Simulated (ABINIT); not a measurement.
Write the native input for ABINIT 10.8.3 (patched build) that does the following.

```
Task                : single point
Functional          : PBE
Potentials or basis : PseudoDojo NC SR PBE v0.5 stringent
Cutoff              : 1796 eV
k mesh              : 7 × 7 × 7
Occupations         : fermi-dirac, width 0.05 eV
Spin                : no spin polarisation
```

The system is KTaO3.

```
CELL_PARAMETERS angstrom
3.98830 0.00000 0.00000
0.00000 3.98830 0.00000
0.00000 0.00000 3.98830
ATOMIC_POSITIONS crystal
Ta 0.00000 0.00000 0.00000
K 0.50000 0.50000 0.50000
O 0.00000 0.00000 0.50000
O 0.00000 0.50000 0.00000
O 0.50000 0.00000 0.00000
```

One way to write it, as run:

run.abi

```
pp_dirpath "./"
pseudos "Ta.upf, K.upf, O.upf"

acell 3*1.0 Angstrom
rprim
     3.9883000000     0.0000000000     0.0000000000
     0.0000000000     3.9883000000     0.0000000000
     0.0000000000     0.0000000000     3.9883000000
ntypat 3
znucl 73 19 8
natom 5
typat 1 2 3 3 3
xred
     0.0000000000     0.0000000000     0.0000000000
     0.5000000000     0.5000000000     0.5000000000
     0.0000000000     0.0000000000     0.5000000000
     0.0000000000     0.5000000000     0.0000000000
     0.5000000000     0.0000000000     0.0000000000

ecut 1795.951492 eV

kptopt 1
ngkpt 7 7 7
nshiftk 1
shiftk 0.0 0.0 0.0

ixc 11

nband 33
occopt 3
tsmear 0.00183747

nstep 100
tolvrs 1.0e-10

iomode 3
prtwf 0
prteig 0
prtebands 0
prtden 1
prtvha 1
prtvclmb 1
prtpot 1
prtelf 1
```

Potentials or basis: PseudoDojo NC SR PBE v0.5 stringent.

The run is started by

```sh
$ abinit run.abi > log 2>&1
```

It gave:

| Property | Result |
| --- | --- |
| Pressure | 4.9 GPa |
| Band gap on the k mesh | 2.30 eV, indirect (least direct gap 2.85 eV) |
| Valence electrons inside the program's atomic spheres | Ta 22.99; K 6.96; O 6.32 |

Caveat: spin-orbit coupling is left out, which moves the levels of the heavy elements; an odd mesh through Γ misses points on the zone boundary, where band edges often lie.

It took 11 min on 1 thread of Arm Neoverse V2, with other jobs on the host, peak memory 0.23 GiB.
